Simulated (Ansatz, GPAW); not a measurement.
# MnS: programs and potentials compared

```xyz
2
Lattice="1.8300 1.0565 2.9709 -1.8300 1.0565 2.9709 0.0000 -2.1131 2.9709" Properties=species:S:1:pos:R:3 pbc="T T T"
Mn    0.0000    0.0000    0.0000
S     0.0000    0.0000    4.4564
```

The cell is a database's computed one, not the measured one.

Alike in all runs: task single point; functional PBEsol; k mesh 9 × 9 × 9; occupations gaussian, width 0.05 eV; collinear spin, ferromagnetic start; no spin-orbit coupling. Pressure is positive in compression and, in plane waves, holds the error of the finite cutoff, which Ansatz's Pulay term estimates and takes out.

| program and potentials | plane-wave cutoff (eV) | notes | pressure (GPa) | net moment per atom (μB) |
| --- | --- | --- | --- | --- |
| Ansatz, Ansatz PAW | 420 | potentials made for PBE, which Ansatz adapts in part; Pulay term of +0.03 GPa included | -6.08 | 2.32 |
| Ansatz, all-electron LAPW, scalar-relativistic | - | - | -6.04 | 2.32 |
| GPAW, PAW data sets generated for this functional | 600 | - | -6.02 | 2.30 |

The pressure spans -6.08 (Ansatz, Ansatz PAW) to -6.02 GPa (GPAW, PAW data sets generated for this functional), with all-electron results at -6.04. The net moment per atom spans 2.30 (GPAW, PAW data sets generated for this functional) to 2.32 μB (Ansatz, all-electron LAPW, scalar-relativistic), with all-electron results at 2.32. The state is the one that the start led to, which needn't be the lowest.

Differences between rows come from potentials, basis sets and numerical settings, since the functional is the same but for its coding. Runs on potential files found faulty are left out.
